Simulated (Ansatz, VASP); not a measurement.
AlN in VASP and in Ansatz

```xyz
2
Lattice="0.0000 2.0353 2.0353 2.0353 0.0000 2.0353 2.0353 2.0353 0.0000" Properties=species:S:1:pos:R:3 pbc="T T T"
Al    2.0353    2.0353    2.0353
N     0.0000    0.0000    0.0000
```

Alike in both runs: functional PBE; k mesh 10 × 10 × 10; occupations gaussian, width 0.02 eV; no spin polarisation.

Ansatz relaxed the structure, and its values are those at the end. VASP's run is a single point on that final structure, the one shown.

```csv
,VASP,Ansatz
version,VASP 6.6.1,Ansatz 0.2.0
potentials or method,"VASP PAW PBE potentials, release 64 (Al, N)","scalar-relativistic, plane waves, PAW"
plane-wave cutoff (eV),520,420
valence electrons in the cell,8,8
```

VASP gave:

```
gap on the k mesh at the Fermi level (eV) : 4.41
least direct gap on the mesh (eV)         : 5.39
pressure (GPa)                            : -0.3
```

**Question.** Which values does Ansatz return?

**Answer.** gap on the k mesh at the Fermi level (eV): 4.44; least direct gap on the mesh (eV): 5.38; pressure (GPa): 0.0.

The functional is the same, so the differences come from potentials, cutoffs and numerics.

A k mesh can miss the band edges. A hybrid or GW would open this gap; PBE tends to underestimate it.
